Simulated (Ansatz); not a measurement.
Crystal: ZrC.

```xyz
2
Lattice="0.0000 2.3650 2.3650 2.3650 0.0000 2.3650 2.3650 2.3650 0.0000" Properties=species:S:1:pos:R:3 pbc="T T T"
Zr    2.3650    2.3650    2.3650
C     0.0000    0.0000    0.0000
```

```yaml
Program: Ansatz 0.2.0
Task: single point
Functional: PBEsol
Potentials_or_basis: all-electron LAPW, scalar-relativistic
Cutoff: 254 eV (chosen from the basis error)
Basis_error_allowed: 0.001 eV/atom
k_mesh: 10 × 10 × 10
Occupations: fermi-dirac, width 0.05 eV
Spin: no spin polarisation
```

On this cell: pressure -8.4 GPa; largest force zero by symmetry; band gap on the k mesh none (metal or under the smearing width).

The same run follows on a disturbed copy (atoms moved at random, drawn with an rms of 0.05 Å):

```
Zr C
1.0
     0.00000    2.36500    2.36500
     2.36500    0.00000    2.36500
     2.36500    2.36500    0.00000
Zr C
1 1
Direct
  0.49014 0.49591 0.50642
  0.98906 0.99528 0.02158
```

Q: What does the disturbed cell give?

A: The energy (extrapolated to zero smearing) moves by +3.9 meV/atom; pressure -8.3 GPa; largest force 0.310 eV/Å; band gap on the k mesh none (metal or under the smearing width).

Forces in eV/Å, atoms in the order of the input:
```
Zr   0.222  0.215 -0.027
C   -0.222 -0.215  0.027
```

Stress tensor (GPa, compression positive):
```
-8.18 -0.14  0.02
-0.14 -8.19  0.02
 0.02  0.02 -8.43
```
